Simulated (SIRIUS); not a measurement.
# Ge (P-3m1) in SIRIUS: reference runs

Reference runs on Ge: the cell as given.

Everything below comes from runs of SIRIUS 7.12.0. Logs are shortened: lines on timing, memory, paths and dates and some standing lists are left out, and cuts for length are marked. The log counts tension as positive stress, the text compression.

## Step 1: The structure

Symmetry: P-3m1, No. 164, trigonal system. Conventional cell: a = 4.090 Å, b = 4.090 Å, c = 3.327 Å, α = 90.00°, β = 90.00°, γ = 120.00°. Ge (site symmetry 3m) is surrounded by 3 Ge at 2.54 Å.

The cell was built by a generator and needn't be a form met in nature.

## Step 2: Single point, PBE

The input, sirius.json:

```json
{
  "control": {
    "processing_unit": "cpu",
    "verbosity": 2,
    "num_bands_to_print": 22,
    "print_forces": true,
    "print_stress": true
  },
  "parameters": {
    "electronic_structure_method": "pseudopotential",
    "xc_functionals": ["XC_GGA_X_PBE", "XC_GGA_C_PBE"],
    "gk_cutoff": 8.9,
    "pw_cutoff": 17.8,
    "ngridk": [8, 8, 8],
    "shiftk": [0, 0, 0],
    "smearing": "fermi_dirac",
    "smearing_width": 0.0018374661,
    "num_bands": 22,
    "num_mag_dims": 0,
    "num_dft_iter": 100,
    "energy_tol": 1e-08,
    "density_tol": 1e-06
  },
  "iterative_solver": {
    "type": "davidson",
    "min_tolerance": 1e-10
  },
  "mixer": {
    "type": "anderson",
    "beta": 0.7,
    "max_history": 8
  },
  "settings": {
    "tol_ne": 1e-10,
    "pseudo_grid_cutoff": 6.5
  },
  "unit_cell": {
    "lattice_vectors": [
      [7.72975463743, 0.0, 0.0],
      [-3.864867870085, 6.694165823874, 0.0],
      [0.0, 0.0, 6.286325131658]
    ],
    "atom_coordinate_units": "lattice",
    "atom_types": ["Ge"],
    "atom_files": {
      "Ge": "Ge.json"
    },
    "atoms": {
      "Ge": [
        [0.66667, 0.33333, 0.14086],
        [0.33333, 0.66667, 0.85914]
      ]
    }
  }
}
```

Potentials or basis: PseudoDojo 0.4.1 PBE standard (scalar relativistic).

The run is started by

```bash
> upf_to_json Ge.upf
> OMP_NUM_THREADS=1 sirius.scf --input=sirius.json --output=out.json --task=0
```

Output:

```text
[info] SIRIUS version : 7.12.0
[info] number of MPI ranks           : 1
[info] MPI grid                      : 1 1
[info] maximum number of OMP threads : 1
[fft] FFT context for density and potential
[fft] =====================================
[fft]   comm size                             : 1
[fft]   plane wave cutoff                     : 17.8
[fft]   grid size                             : 48 48 40   total : 92160
[fft]   grid limits                           : -23 24   -23 24   -19 20
[fft]   number of G-vectors within the cutoff : 15450
[fft]   local number of G-vectors             : 15450
[fft]   number of G-shells                    : 8055
[fft] FFT context for coarse grid
[fft] =====================================
[fft]   comm size                             : 1
[fft]   plane wave cutoff                     : 17.8
[fft]   grid size                             : 48 48 40   total : 92160
[fft]   grid limits                           : -23 24   -23 24   -19 20
[fft]   number of G-vectors within the cutoff : 15450
[fft]   local number of G-vectors             : 15450
[fft]   number of G-shells                    : 8055
[unit cell] lattice vectors
[unit cell]   a1 :       7.7297546374      0.0000000000      0.0000000000
[unit cell]   a2 :      -3.8648678701      6.6941658239      0.0000000000
[unit cell]   a3 :       0.0000000000      0.0000000000      6.2863251317
[unit cell] reciprocal lattice vectors
[unit cell]   b1 :       0.8128570184      0.4693019348     -0.0000000000
[unit cell]   b2 :       0.0000000000      0.9386061643      0.0000000000
[unit cell]   b3 :       0.0000000000     -0.0000000000      0.9995005310
[unit cell] unit cell volume :       325.28123779 [a.u.^3]
[unit cell] 1/sqrt(omega)    :         0.05544603
[unit cell] MT volume        :         0.00000000 ( 0.00%)
[unit cell] IT volume        :       325.28123779 (100.00%)
[unit cell] number of atom types : 1
[unit cell] type id : 0 symbol : Ge mt_radius :  15.590000 num_atoms : 2
[unit cell] total number of atoms : 2
[unit cell] number of symmetry classes : 1
[unit cell] number of PAW atoms : 0
[unit cell] atom id  type id  class id             position                      vector_field
[unit cell] ------------------------------------------------------------------------------------------
[unit cell]      0        0        0      0.66667   0.33333   0.14086      0.00000   0.00000   0.00000
[unit cell]      1        0        0      0.33333   0.66667   0.85914      0.00000   0.00000   0.00000
[unit cell] atom id         position (Cartesian, a.u.)
[unit cell] ---------------------------------------------
[unit cell]      0       3.864919    2.231366    0.885492
[unit cell]      1      -0.000032    4.462800    5.400833
[unit cell] class id : 0 atom id : 0 1
[unit cell] minimum bond length:     4.801288
[unit cell] total number of pseudo wave-functions: 18
[sym] space group number   : 2
[sym] international symbol : P-1
[sym] Hall symbol          : -P 1
[sym] space group transformation matrix :
[sym]   0.0000  0.0000 -1.0000
[sym]   0.0000 -1.0000  0.0000
[sym]  -1.0000 -0.0000  0.0000
[sym] space group origin shift :
[sym]   0.0000  0.0000  0.0000
[sym] number of space group operations  : 2
[sym] number of magnetic group operations : 2
[sym] metric tensor error: 0.0000e+00
[sym] rotation matrix error: 0.0000e+00
[sym] symmetry operations
[... list of symmetry operations ...]
[atom type] label          : Ge
[atom type] --------------------------------------------------------------------------------
[atom type] symbol         : Ge
[... 246 lines left out ...]
[diagonalize] ik:    1   -0.592621   -0.592565   -0.590535   -0.590230   -0.589897   -0.589403   -0.586157   -0.586075   -0.584419   -0.584204   -0.118972    0.171231    0.262294    0.305159    0.404751    0.414545    0.446541    0.447273    0.600571    0.727490    0.746729    0.803523
[diagonalize] ik:    2   -0.592673   -0.592635   -0.591027   -0.589829   -0.589470   -0.588752   -0.586743   -0.586442   -0.584570   -0.583845   -0.101140    0.104726    0.240624    0.314848    0.415182    0.421232    0.496859    0.502600    0.656575    0.675953    0.711370    0.780192
[diagonalize] ik:    3   -0.592677   -0.592517   -0.591456   -0.589839   -0.588935   -0.587890   -0.587381   -0.586677   -0.584923   -0.583569   -0.073794    0.045527    0.224420    0.305725    0.429238    0.440974    0.559965    0.569052    0.629007    0.639110    0.754966    0.760080
[diagonalize] ik:    4   -0.592689   -0.592345   -0.591689   -0.589930   -0.588571   -0.587781   -0.587413   -0.586751   -0.585179   -0.583468   -0.052982    0.013761    0.218650    0.301052    0.436654    0.452181    0.570946    0.608220    0.615633    0.688947    0.691888    0.747287
[diagonalize] ...
[diagonalize] ik:  255   -0.592743   -0.591754   -0.591262   -0.589652   -0.589562   -0.587312   -0.587062   -0.586993   -0.585040   -0.583538    0.010995    0.071579    0.174426    0.234706    0.278119    0.400137    0.453846    0.490882    0.728400    0.750395    0.754631    0.821919
[diagonalize] ik:  256   -0.592815   -0.591870   -0.591187   -0.589661   -0.589174   -0.587397   -0.587128   -0.587020   -0.585323   -0.583343    0.009113    0.076189    0.175154    0.239890    0.257097    0.414717    0.440179    0.539187    0.658584    0.730234    0.770328    0.808320
[diagonalize] ik:  257   -0.592885   -0.591952   -0.591129   -0.589680   -0.588647   -0.587672   -0.587178   -0.587032   -0.585551   -0.583192    0.007415    0.080758    0.177278    0.234351    0.250668    0.392927    0.503289    0.533510    0.647550    0.683219    0.767425    0.788068
[diagonalize] ik:  258   -0.592815   -0.591870   -0.591187   -0.589661   -0.589174   -0.587397   -0.587128   -0.587020   -0.585324   -0.583343    0.009109    0.076196    0.175153    0.239895    0.257094    0.414715    0.440173    0.539183    0.658588    0.730235    0.770331    0.808320
[diagonalize] ik:  259   -0.592744   -0.591753   -0.591262   -0.589652   -0.589563   -0.587311   -0.587062   -0.586993   -0.585040   -0.583538    0.010989    0.071589    0.174423    0.234714    0.278115    0.400130    0.453846    0.490875    0.728393    0.750406    0.754634    0.821922
[find] Charges and magnetic moments
[find] --------------------------------------------------------------------------------
[find] total charge          : 28.000000
[find] Energy
[find] --------------------------------------------------------------------------------
[find] valence_eval_sum               :     -10.75078377
[find] <rho|V^{XC}>                   :     -29.03093900
[find] <rho|E^{XC}>                   :     -43.58534658
[find] <mag|B^{XC}>                   :       0.00000000
[find] <rho|V^{H}>                    :     109.22037022
[find] one-electron contribution      :     -90.94021499 (Ha),    -181.88042998 (Ry)
[find] hartree contribution           :      54.61018511
[find] xc contribution                :     -43.58534658
[find] ewald contribution             :     -98.70459989
[find] PAW contribution               :       0.00000000
[find] smearing (-TS)                 :      -0.00031424
[find] SCF correction                 :      -0.00000097
[find] Total energy                   :    -178.61997732 (Ha),    -357.23995463 (Ry)
[find] Free energy (E-TS)             :    -178.62029155 (Ha),    -357.24058311 (Ry)
[find] band gap (eV)                  :       0.00000000
[find] Efermi                         :       0.31276528
[find] iteration : 11, RMS (target) : 4.5027e-07 (1.0000e-06) , energy difference (target) : -6.3392e-10 (1.0000e-08)
[find] bands are converged : false
[find] iterative solver converged : false
[find] converged after 12 SCF iterations!
[find] Charges and magnetic moments
[find] --------------------------------------------------------------------------------
[find] total charge          : 28.000000
[find] Energy
[find] --------------------------------------------------------------------------------
[find] valence_eval_sum               :     -10.75078377
[find] <rho|V^{XC}>                   :     -29.03093900
[find] <rho|E^{XC}>                   :     -43.58534658
[find] <mag|B^{XC}>                   :       0.00000000
[find] <rho|V^{H}>                    :     109.22037022
[find] one-electron contribution      :     -90.94021499 (Ha),    -181.88042998 (Ry)
[find] hartree contribution           :      54.61018511
[find] xc contribution                :     -43.58534658
[find] ewald contribution             :     -98.70459989
[find] PAW contribution               :       0.00000000
[find] smearing (-TS)                 :      -0.00031424
[find] SCF correction                 :      -0.00000097
[find] Total energy                   :    -178.61997732 (Ha),    -357.23995463 (Ry)
[find] Free energy (E-TS)             :    -178.62029155 (Ha),    -357.24058311 (Ry)
[find] band gap (eV)                  :       0.00000000
[find] Efermi                         :       0.31276528
[ground_state] === stress tensor components [kbar] ===
[ground_state] === stress_kin ===
[ground_state] -80812.001379    0.008717   -0.000143
[ground_state]     0.008717-80811.991531    0.000035
[ground_state]    -0.000143    0.000035-80785.093983
[ground_state] === stress_har ===
[ground_state] -16888.799652   -0.656821    0.122704
[ground_state]    -0.656821-16889.567070   -0.074232
[ground_state]     0.122704   -0.074232-15615.410701
[ground_state] === stress_ewald ===
[ground_state] 28859.411074   -1.029451    0.236715
[ground_state]    -1.02945128858.207573   -0.142806
[ground_state]     0.236715   -0.14280631558.640493
[ground_state] === stress_vloc ===
[ground_state] -3322.470951    1.678249   -0.353353
[ground_state]     1.678249-3320.509981    0.213357
[ground_state]    -0.353353    0.213357-7420.741541
[ground_state] === stress_xc ===
[ground_state] -12670.032621   -0.000893    0.000220
[ground_state]    -0.000893-12670.033649   -0.000131
[ground_state]     0.000220   -0.000131-12663.425616
[ground_state] === stress_core ===
[ground_state] 21955.720647   -0.000083   -0.000009
[ground_state]    -0.00008321955.720537   -0.000009
[ground_state]    -0.000009   -0.00000921957.017182
[ground_state] === stress_nonloc ===
[ground_state] 62880.121340   -0.006185    0.002887
[ground_state]    -0.00618562880.114000   -0.001968
[ground_state]     0.002887   -0.00196863010.802443
[ground_state] === stress_us_nl ===
[ground_state] 62880.121340   -0.006185    0.002887
[ground_state]    -0.00618562880.114000   -0.001968
[ground_state]     0.002887   -0.00196863010.802443
[ground_state] === stress_total ===
[ground_state]     1.948458   -0.006467    0.009020
[ground_state]    -0.006467    1.939879   -0.005754
[ground_state]     0.009020   -0.005754   41.788276
[ground_state] ==== total Forces in Ha/bohr =====
[ground_state] atom:    0, force:      -0.0000055      0.0000050      0.0002314
[ground_state] atom:    1, force:       0.0000055     -0.0000050     -0.0002314
[ground_state] ==== ultrasoft contribution from Qij =====
[ground_state] atom:    0, force:       0.0000000      0.0000000      0.0000000
[ground_state] atom:    1, force:       0.0000000      0.0000000      0.0000000
[ground_state] ==== non-local contribution from Beta-projector =====
[ground_state] atom:    0, force:       0.0000023     -0.0000008     -0.0842473
[ground_state] atom:    1, force:      -0.0000023      0.0000008      0.0842473
[ground_state] ==== contribution from local potential =====
[ground_state] atom:    0, force:       0.0002421     -0.0001460     -2.3740127
[ground_state] atom:    1, force:      -0.0002421      0.0001460      2.3740127
[ground_state] ==== contribution from core density =====
[ground_state] atom:    0, force:       0.0000002      0.0000000      0.0021699
[ground_state] atom:    1, force:      -0.0000002     -0.0000000     -0.0021699
[ground_state] ==== Ewald forces from ions =====
[ground_state] atom:    0, force:      -0.0002492      0.0001518      2.4563212
[ground_state] atom:    1, force:       0.0002492     -0.0001518     -2.4563212
[~DFT_ground_state] local op. applied: 150738
[~DFT_ground_state] evp. work count: 28351.4
[~DFT_ground_state] number of iterative solver steps: 7564
```

Wall time 11 min (1 thread of AMD EPYC, shared host); peak memory 1.7 GiB.

What came out:

| Item | Value |
| --- | --- |
| Free energy | -4860.5057 eV |
| Pressure | -1.5 GPa |
| Largest force | 0.012 eV/Å |
| Band gap on the k mesh | none (metal or under the smearing width) |

Forces on the atoms (eV/Å):
```
Ge   0.000  0.000  0.012
Ge   0.000  0.000 -0.012
```
